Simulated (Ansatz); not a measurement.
# TiSi2: stress in a strained cell, part 1 of 2

TiSi2 is deformed so: equal xy, yz and zx engineering shear strains of +3 %. What stress and forces result, by LAPW, PAW and all-electron datasets made for the crystal?

Method: DFT PBE, scalar-relativistic, in Ansatz 0.2.0.

## 1. The starting structure

It takes space group Fddd (No. 70, orthorhombic). The conventional cell has a = 4.773 Å, b = 8.236 Å, c = 8.523 Å, α = 90.00°, β = 90.00°, γ = 90.00°. Around Ti (site symmetry 222) lie 10 Si at 2.54 to 2.75 Å. Around Si (site symmetry 2) lie 5 Ti at 2.54 to 2.75 Å and 5 Si at 2.54 to 2.75 Å.

As a file:

```cif
data_structure
_symmetry_space_group_name_H-M 'P 1'
_symmetry_Int_Tables_number 1
_cell_length_a 5.9261
_cell_length_b 4.8842
_cell_length_c 4.7595
_cell_angle_alpha 75.818
_cell_angle_beta 53.042
_cell_angle_gamma 51.140
_cell_volume 83.76
loop_
_atom_site_label
_atom_site_type_symbol
_atom_site_fract_x
_atom_site_fract_y
_atom_site_fract_z
_atom_site_occupancy
Ti1 Ti 0.75000 0.75000 0.75000 1
Ti2 Ti 0.50000 0.50000 0.50000 1
Si1 Si 0.08300 0.41700 0.08300 1
Si2 Si 0.41700 0.08300 0.41700 1
Si3 Si 0.16700 0.83300 0.16700 1
Si4 Si 0.83300 0.16700 0.83300 1
```

Atoms are numbered in the order of the input: Ti1, Ti2, Si3, Si4, Si5, Si6.

## 2. The deformed structure

Space group Fddd before, P-1 after.

## 3. Full-potential LAPW

Input file input.yaml:

```yaml
crystal:
  lattice:
    - [0.1256925, 4.1819225, 4.32327]
    - [2.4504225, 0.09972, 4.2972975]
    - [2.44827, 4.1537975, 0.0975675]
  atoms:
    - { symbol: Ti, position: [0.75, 0.75, 0.75] }
    - { symbol: Ti, position: [0.5, 0.5, 0.5] }
    - { symbol: Si, position: [0.083, 0.417, 0.083] }
    - { symbol: Si, position: [0.417, 0.083, 0.417] }
    - { symbol: Si, position: [0.167, 0.833, 0.167] }
    - { symbol: Si, position: [0.833, 0.167, 0.833] }
kpoints:
  mp_grid: { grid: [8, 8, 8] }
  band_path:
    path:
      - [0.0, 0.0, 0.0]
      - [0.5, 0.5, 0.0]
      - [0.5, 0.0, 0.5]
      - [0.0, 0.0, 0.0]
      - [-0.5, -0.5, -0.5]
      - [0.5, 0.0, 0.0]
      - [0.0, 0.0, 0.0]
      - [0.0, -0.5, 0.0]
      - [0.0, 0.0, -0.5]
    npoints: 5
scf:
  occupations: { method: fermi_dirac, width: 0.08 }
hamiltonian:
  xc: pbe
  pseudopotentials: { kind: all_electron, lapw: { basis_error: 0.0005 } }
output:
  forces: true
  stress: true
  eigenvalues: true
```

Run with:

```sh
$ ansatz run input.yaml --threads 2 --pin off --max-ram 6144MiB --backend cpu --events-out ev --progress --plain --runs-dir out
```

Standard output (excerpt; [...] marks lines left out):

```text
LAPW: plane waves up to 8.419 Å⁻¹, error target 5.0e-4 eV per atom; small_component_spin mean_spin; Si in spheres of 1.135 Å, 12 of its electrons in bands, Dirac shells []; Ti in spheres of 1.364 Å, 12 of its electrons in bands, Dirac shells []
[...]
Pseudopotentials: kind: all_electron
Pseudopotential: Ti, LAPW, valence charge 12, Koelling and Harmon's equation, gaussian nucleus
Pseudopotential: Si, LAPW, valence charge 12, Koelling and Harmon's equation, gaussian nucleus
Functional definition: PBE
[...]
Crystal: 6 atoms, lattice volume = 83.705 Å³
Basis set: ecut = 270.077197471098 eV, 839 PW (Γ), FFT grids on a1−a2, a1−a3, −a1+a2+a3, exchange–correlation at level 2
Bands: 44, of which v1, the nominal top of the filled ones, is band 36 counted from 1 (35 counted from 0)
Symmetry: 2 space group operations
Space group: P-1 (ITA 2), of the structure as read, at distance tolerance 4.4e-5 Å
k-points: 260 of 512
[...]
SCF iter   1: F=—  HF=-78039.447501 eV  |F-HF|=—  |Δ(HF+E_count)|=         —  Δρ=2.78e-2  dr2=7.66e-1  ethr=1.06e-3  ⟨swp⟩=2.0  Hψ=78020  notcnv=0
[...]
the basis was enlarged: its passes take 899.6 KiB over the memory plan, 2 of 2 planned eigensolver slots
[...]
SCF iter   9: F=-78039.002741 eV  HF=-78039.002741 eV  |F-HF|=2.11e-9  |Δ(HF+E_count)|=   7.59e-8  Δρ=2.19e-6  dr2=3.71e-9  ethr=2.82e-10  ⟨swp⟩=2.4  Hψ=32320  notcnv=0
[...]
NSCF: frozen V_eff on 41 k-points
SCF converged after 9 iterations
Free energy (F): -78039.002741 eV
[...]
E sigma→0 (E₀):  -78038.980613 eV
Entropy (-TS):   -0.044255 eV (-7.376 meV/atom)
Fermi energy:    14.046904 eV
[...]
--- Forces (eV/Å), atoms counted from 1 ---
  atom   1  Ti     0.18659494     0.19078984     0.14179149
  atom   2  Ti    -0.18659494    -0.19078984    -0.14179149
  atom   3  Si     0.07203749     0.29397471    -0.04098428
  atom   4  Si     0.09480387    -0.10715555     0.10739949
  atom   5  Si    -0.07203749    -0.29397471     0.04098428
  atom   6  Si    -0.09480387     0.10715555    -0.10739949
[...]
--- Stress (GPa, compression-positive) ---
        3.453068      -3.884004      -4.654005
       -3.884004       2.052062      -2.800150
       -4.654005      -2.800150       2.669011
  P = ⅓ Tr σ = 2.7247 GPa (27.247 kbar)
--- Band table (eV; the first three rows and the last of 260) ---
[...]
```

It took 2 min on 2 threads of Intel Xeon Platinum 8488C (Sapphire Rapids), shared host; peak memory 1.9 GiB.

Result: pressure 2.72 GPa; no gap; largest force 0.305 eV/Å.

## 4. Frozen-core PAW

Input file input.yaml:

```yaml
crystal:
  lattice:
    - [0.1256925, 4.1819225, 4.32327]
    - [2.4504225, 0.09972, 4.2972975]
    - [2.44827, 4.1537975, 0.0975675]
  atoms:
    - { symbol: Ti, position: [0.75, 0.75, 0.75] }
    - { symbol: Ti, position: [0.5, 0.5, 0.5] }
    - { symbol: Si, position: [0.083, 0.417, 0.083] }
    - { symbol: Si, position: [0.417, 0.083, 0.417] }
    - { symbol: Si, position: [0.167, 0.833, 0.167] }
    - { symbol: Si, position: [0.833, 0.167, 0.833] }
kpoints:
  mp_grid: { grid: [8, 8, 8] }
scf:
  occupations: { method: fermi_dirac, width: 0.08 }
hamiltonian:
  xc: pbe
  pseudopotentials: { kind: paw }
output:
  forces: true
  stress: true
  eigenvalues: true
  efg: { contact_densities: true }
  write_density: true
  write_potential: true
  elf: true
  volumetric_format: npy
```

Run with:

```sh
$ ansatz run input.yaml --threads 2 --pin off --max-ram 6144MiB --backend cpu --events-out ev --progress --plain --runs-dir out
```

Standard output:

```text
Engine: ansatz 0.2.0
Pseudopotentials: kind: paw
Pseudopotential: Ti, paw, valence charge 12, recommended cutoff 420 eV (normal)
Pseudopotential: Si, paw, valence charge 4, recommended cutoff 420 eV (normal)
[... 1 set-up line as earlier in the session ...]
  parameter kappa = 0.804
  parameter beta = 0.06672455060314922
  exchange = pbe_x(kappa = kappa, mu = beta*pi^2/3)
  correlation = pbe_c(beta = beta)
Crystal: 6 atoms, lattice volume = 83.705 Å³
Basis set: ecut = 420 eV, 1621 PW (Γ), exchange–correlation on 90×72×72 points (8 copies of the dense FFT grid, shifted against one another)
Bands: 26, of which v1, the nominal top of the filled ones, is band 20 counted from 1 (19 counted from 0)
[... 2 set-up lines as earlier in the session ...]
k-points: 260 of 512
Non-local potential: Ti, projectors of the file, l = 0: 3, l = 1: 2, l = 2: 3, l = 3: 1
Non-local potential: Si, projectors of the file, l = 0: 2, l = 1: 2, l = 2: 2
PAW form: soft (Blöchl's): semilocal exchange-correlation on the pseudo side does not see the compensation charge
PAW one-centre angular grid: Ti, 590 points (default); XC on 64 Gauss nodes
PAW one-centre angular grid: Si, 110 points (default); XC on 64 Gauss nodes
Initial density: superposition of atomic densities (neutral atoms: chi_scale 0, normalization atom), corrected by the library's trained network
Initial wavefunctions: pseudopotential atomic-orbital guess
Functional: x = pbe(κ = 0.804, μ = 0.2195149727645171), c = pbe(β = 0.06672455060314922)
SCF iter   1: F=—  HF=-7545.841907 eV  |F-HF|=—  |Δ(HF+E_count)|=         —  Δρ=4.09e-3  dr2=1.97e-2  ethr=1.77e-3  ⟨swp⟩=6.1  Hψ=33947  notcnv=0  defer=2
preconditioner: auto → Kerker (q_TF=auto, 2.412 Å⁻¹)  [metal: Δε(μ)=0.002 eV  Ē_g=6.381 eV  σ=0.080 eV  W_gap=0.01  n_scr=16 (ndim 8)  ℏωp=19.9 eV  f_vac=0.000  D(μ)=2.12/eV (n_scr^D=14)]
SCF iter   2: F=—  HF=-7545.839819 eV  |F-HF|=—  |Δ(HF+E_count)|=   2.09e-3  Δρ=1.98e-3  dr2=4.00e-3  ethr=4.92e-5  ⟨swp⟩=1.2  Hψ=8906  notcnv=0
SCF iter   3: F=—  HF=-7545.839470 eV  |F-HF|=—  |Δ(HF+E_count)|=   3.49e-4  Δρ=5.52e-4  dr2=3.40e-4  ethr=1.00e-5  ⟨swp⟩=2.6  Hψ=9628  notcnv=0
SCF iter   4: F=—  HF=-7545.839413 eV  |F-HF|=—  |Δ(HF+E_count)|=   5.70e-5  Δρ=9.50e-5  dr2=7.13e-6  ethr=8.49e-7  ⟨swp⟩=2.0  Hψ=9339  notcnv=0
SCF iter   5: F=—  HF=-7545.839412 eV  |F-HF|=—  |Δ(HF+E_count)|=   8.33e-7  Δρ=1.78e-5  dr2=1.87e-7  ethr=1.78e-8  ⟨swp⟩=2.0  Hψ=9623  notcnv=0
SCF iter   6: F=-7545.839412 eV  HF=-7545.839412 eV  |F-HF|=5.20e-9  |Δ(HF+E_count)|=   1.88e-8  Δρ=2.94e-6  dr2=7.28e-9  ethr=2.50e-10  ⟨swp⟩=8.5  Hψ=42129  notcnv=0
SCF 1 converged in 6 iterations: F = -7545.839412 eV  dr2 = 7.28e-9
SCF converged after 6 iterations
Free energy (F): -7545.839412 eV
Harris-Foulkes:  -7545.839412 eV  (|F-HF|=5.20e-9)
Internal energy: -7545.795142 eV  (E = F + TS)
E sigma→0 (E₀):  -7545.817277 eV
Entropy (-TS):   -0.044271 eV (-7.378 meV/atom)
Fermi energy:    12.693941 eV
--- Per-component energies (eV) ---
  E_band       = -211.820876
  E_kinetic    = 720.581497
  E_local      = -2028.698003  (includes V_loc(G=0)·N_el)
  E_nonlocal   = 117.217706
  E_hartree    = 886.647596
  E_xc         = -423.833237
  E_vxc        = -441.972477  (∫ρ·V_xc dr)
  E_paw        = -4146.317939  (= ΣΔE_a)
  E_vpaw       = -352.241618  (= ΣTr[D̂ρ^β])
  E_aug_tail   = 0.000252  (compensation charges beyond the density's cutoff)
  E_ewald      = -2671.393013
  E_smearing   = -0.044271  (= −TS)
  E_closure    = 0.000000  (closes the sum)
  Σ components = -7545.839412   (vs F -7545.839412, Δ=0.00e0)
--- Forces (eV/Å), atoms counted from 1 ---
  atom   1  Ti     0.18635244     0.19046900     0.14146145
  atom   2  Ti    -0.18635244    -0.19046900    -0.14146145
  atom   3  Si     0.07211439     0.29411594    -0.04105702
  atom   4  Si     0.09497703    -0.10729706     0.10724824
  atom   5  Si    -0.07211439    -0.29411594     0.04105702
  atom   6  Si    -0.09497703     0.10729706    -0.10724824
  max |Σ_I F_I| component: 1.39e-17 eV/Å
--- Stress (GPa, compression-positive) ---
        3.451722      -3.883370      -4.653065
       -3.883370       2.064731      -2.800567
       -4.653065      -2.800567       2.674570
  P = ⅓ Tr σ = 2.7303 GPa (27.303 kbar)
--- PAW observables at the nuclei: V_zz in 10²¹ V/m², potentials from the cell's mean, atoms counted from 1 ---
  atom   1  Ti V_zz =    +1.851997   η = 0.6274   by run symmetry: allowed
            electrostatic potential = -2531.922677 V   contact ρ = 56782.298477 e/Å³
  atom   2  Ti V_zz =    +1.851997   η = 0.6274   by run symmetry: allowed
            electrostatic potential = -2531.922677 V   contact ρ = 56782.298477 e/Å³
  atom   3  Si V_zz =    -3.857231   η = 0.3451   by run symmetry: allowed
            electrostatic potential = -1364.733074 V   contact ρ = 12812.954686 e/Å³
  atom   4  Si V_zz =    -3.016790   η = 0.2142   by run symmetry: allowed
            electrostatic potential = -1364.663782 V   contact ρ = 12812.747115 e/Å³
  atom   5  Si V_zz =    -3.857231   η = 0.3451   by run symmetry: allowed
            electrostatic potential = -1364.733074 V   contact ρ = 12812.954686 e/Å³
  atom   6  Si V_zz =    -3.016790   η = 0.2142   by run symmetry: allowed
            electrostatic potential = -1364.663782 V   contact ρ = 12812.747115 e/Å³
--- Band table (eV; the first three rows and the last of 260) ---
  k-point 0: bands = ["-43.5364", "-43.5070", "-19.9362", "-19.9165", "-19.8407", "-19.8385", "-19.8056", "-19.7847", "0.0873", "5.8279", "6.9425", "7.3417", "7.8419", "8.7461", "8.9800", "9.9955", "10.3884", "10.8103", "10.9939", "11.2184", "11.7588", "14.6990", "15.7865", "15.8932", "16.0932", "16.0979"]
  k-point 1: bands = ["-43.5355", "-43.5079", "-19.9363", "-19.9152", "-19.8425", "-19.8388", "-19.8055", "-19.7863", "0.2550", "5.6289", "6.3432", "7.0474", "8.1292", "9.0265", "9.1324", "10.0168", "10.3160", "10.7029", "11.2766", "11.5337", "11.7229", "14.4962", "15.6487", "15.7930", "15.8965", "15.9739"]
  k-point 2: bands = ["-43.5329", "-43.5103", "-19.9383", "-19.9100", "-19.8525", "-19.8347", "-19.8055", "-19.7892", "0.7432", "5.1205", "5.3440", "6.7966", "7.9659", "8.9003", "9.6923", "9.8778", "10.9109", "11.2346", "11.5172", "11.6701", "12.2896", "14.0226", "15.3458", "15.3906", "15.6043", "15.6342"]
  k-point 259: bands = ["-43.5310", "-43.5121", "-19.9349", "-19.9082", "-19.8751", "-19.8334", "-19.8058", "-19.7791", "1.9344", "3.1460", "5.0998", "6.9735", "7.7683", "8.1516", "10.1283", "10.2067", "10.5879", "11.5090", "12.7092", "12.7787", "13.5642", "13.9306", "14.5625", "14.7020", "15.3154", "15.3970"]
```

It took 18 s on 2 threads of Intel Xeon Platinum 8488C (Sapphire Rapids), shared host; peak memory 0.78 GiB.

Read from it: pressure 2.73 GPa; no gap; largest force 0.306 eV/Å; Vzz Ti1 1.85 (η = 0.63), Si3 -3.86 (η = 0.35), Si4 -3.02 (η = 0.21) (10²¹ V/m²).

Density in a lattice plane of the grid's cell (edges 6.02 and 4.82 Å, at 0.083 of the third edge), which holds Si.

Values in e/Å³, 10 rows by 12 columns:
```
0.30 0.19 0.17 0.22 0.27 0.27 0.23 0.22 0.32 0.41 0.25 0.31
0.38 0.28 0.18 0.17 0.21 0.24 0.24 0.22 0.25 0.40 0.28 0.18
0.37 0.41 0.31 0.27 0.27 0.25 0.22 0.20 0.21 0.29 0.41 0.31
0.33 0.37 0.40 0.40 0.34 0.38 0.29 0.20 0.19 0.22 0.28 0.34
0.23 0.22 0.29 0.42 0.22 0.21 0.40 0.27 0.20 0.22 0.25 0.26
0.24 0.16 0.17 0.30 0.30 0.06 0.25 0.37 0.23 0.22 0.29 0.31
0.35 0.26 0.17 0.19 0.32 0.30 0.27 0.40 0.27 0.21 0.27 0.36
0.40 0.40 0.30 0.22 0.22 0.32 0.41 0.44 0.34 0.23 0.22 0.31
0.30 0.37 0.39 0.32 0.25 0.22 0.27 0.36 0.40 0.34 0.26 0.25
0.23 0.23 0.29 0.33 0.31 0.24 0.21 0.26 0.38 0.43 0.37 0.30
```
Columns run along the first of these edges and rows up along the second, over one cell in 12 and 10 even steps from the bottom left corner. Atoms in the plane (fractional): Si at (0.42, 0.42).

ELF in the same plane.

Values, 10 rows by 12 columns:
```
0.53 0.26 0.21 0.36 0.51 0.40 0.21 0.27 0.64 0.64 0.31 0.39
0.56 0.52 0.22 0.20 0.34 0.38 0.23 0.18 0.43 0.73 0.39 0.29
0.50 0.75 0.60 0.42 0.47 0.52 0.36 0.21 0.27 0.61 0.73 0.40
0.49 0.67 0.77 0.65 0.42 0.70 0.66 0.38 0.30 0.43 0.62 0.64
0.35 0.31 0.56 0.68 0.30 0.33 0.71 0.64 0.39 0.45 0.56 0.51
0.38 0.16 0.19 0.54 0.37 0.52 0.35 0.72 0.48 0.44 0.64 0.63
0.65 0.42 0.22 0.29 0.57 0.39 0.35 0.63 0.56 0.38 0.58 0.72
0.73 0.73 0.60 0.39 0.42 0.65 0.70 0.76 0.67 0.44 0.43 0.65
0.59 0.70 0.76 0.67 0.49 0.42 0.57 0.73 0.77 0.66 0.51 0.49
0.40 0.40 0.57 0.67 0.61 0.38 0.29 0.52 0.75 0.70 0.58 0.57
```
Columns run along the first of these edges and rows up along the second, over one cell in 12 and 10 even steps from the bottom left corner. Atoms in the plane (fractional): Si at (0.42, 0.42).

Both are smooth fields of the valence electrons: close to the nuclei they are not physical.

The highest ELF values outside the cores: 0.79 on the Si–Si line, 1.1 Å from Si; 0.78 on the Si–Ti line, 1.0 Å from Si.

(Continued in part 2 of 2.)
